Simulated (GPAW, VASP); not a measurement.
Given: the input of a run of VASP 6.6.1 on FeO (Wuestite). 

Contents of INCAR:

```
PREC     = Accurate       # precision mode
ENCUT    = 520            # plane-wave cutoff, eV
EDIFF    = 1E-7           # SCF threshold, eV
ISMEAR   = -1             # smearing method
SIGMA    = 0.05           # smearing width, eV
LREAL    = False          # projectors in reciprocal space
LASPH    = True           # aspherical terms in the spheres
NELM     = 120            # most SCF steps
ALGO     = Normal         # electronic algorithm
ISIF     = 2              # what is computed and relaxed
LWAVE    = False          # write WAVECAR
LCHARG   = False          # write CHGCAR
ISPIN    = 2              # spin polarisation
MAGMOM   = 3 0            # initial moments
LORBIT   = 11             # projections on sites
LMAXMIX  = 4              # l up to which the mixer works
GGA      = PS             # functional
NBANDS   = 18             # bands
```

File KPOINTS:

```
regular mesh
0
Gamma
  11 11 11
```

POSCAR

```
FeO
1.0
    0.0000000000      2.1554000000      2.1554000000
    2.1554000000      0.0000000000      2.1554000000
    2.1554000000      2.1554000000      0.0000000000
Fe O
1 1
Direct
    0.0000000000      0.0000000000      0.0000000000
    0.5000000000      0.5000000000      0.5000000000
```

Potentials or basis: VASP PAW PBE potentials, release 64 (Fe, O).

Launch:

```sh
$ cat potpaw_PBE.64/Fe/POTCAR potpaw_PBE.64/O/POTCAR > POTCAR
$ mpirun -np 1 vasp_std > vasp.out
```

Problem. What does the same run look like in GPAW 26.7.0 (ASE script)? Potentials or basis there: PAW data sets generated for this functional, cutoff 800 eV.

Solution. As run (cutoffs and basis follow the program's own potentials, and thresholds, step limits or extra output files can differ):

Contents of run.py:

```python
from ase import Atoms
from ase.dft.bandgap import bandgap
from ase.io import write
from ase.units import Bohr, GPa
from gpaw import GPAW, PW, setup_paths
from gpaw.elf import elf_from_dft_calculation

setup_paths.insert(0, '.')

atoms = Atoms(['Fe', 'O'],
              cell=[[0.0, 2.1554, 2.1554],
                    [2.1554, 0.0, 2.1554],
                    [2.1554, 2.1554, 0.0]],
              scaled_positions=[[0.0, 0.0, 0.0],
                                [0.5, 0.5, 0.5]],
              pbc=True)
atoms.set_initial_magnetic_moments([3.0, 0.0])

calc = GPAW(mode=PW(800),
            xc='PBEsol',
            kpts={'size': (11, 11, 11), 'gamma': True},
            occupations={'name': 'fermi-dirac', 'width': 0.05},
            nbands=17,
            convergence={'density': 1e-05, 'energy': 1e-05},
            maxiter=150,
            txt='gpaw.txt')
atoms.calc = calc
energy = atoms.get_potential_energy()
forces = atoms.get_forces()
stress = atoms.get_stress()
calc.write('gs.gpw')
write('result.traj', atoms)
print(f'Energy: {energy:.6f} eV')
print('Forces (eV/A):')
print(forces.round(4))
print('Stress (GPa):', (stress / GPa).round(3))
print('Moments:', calc.get_magnetic_moments().round(3))
print('Fermi level:', round(calc.get_fermi_level(), 4), 'eV')
print(f'Gap: {bandgap(calc)[0]:.4f} eV, direct: {bandgap(calc, direct=True)[0]:.4f} eV')

# fields on the real-space grid
write('density.cube', atoms, data=calc.get_pseudo_density() * Bohr**3)
write('potential.cube', atoms, data=calc.get_electrostatic_potential())
write('spin.cube', atoms, data=(calc.get_pseudo_density(spin=0) - calc.get_pseudo_density(spin=1)) * Bohr**3)
write('elf.cube', atoms, data=elf_from_dft_calculation(calc).data)
```

Potentials or basis: PAW data sets generated in the run's folder for this functional, pw.

Run with:

```bash
$ gpaw-setup -f PBEsol Fe O
$ OMP_NUM_THREADS=1 python run.py
```

Both were run:

|  | VASP | GPAW |
| --- | --- | --- |
| Pressure | -8.2 GPa | -7.0 GPa |
| Net moment | 4.00 μB per cell | 4.00 μB per cell |

VASP's potentials were made for PBE.

The magnetic state is the one that the start led to; the real crystal's order can differ.

Pressure is positive in compression.
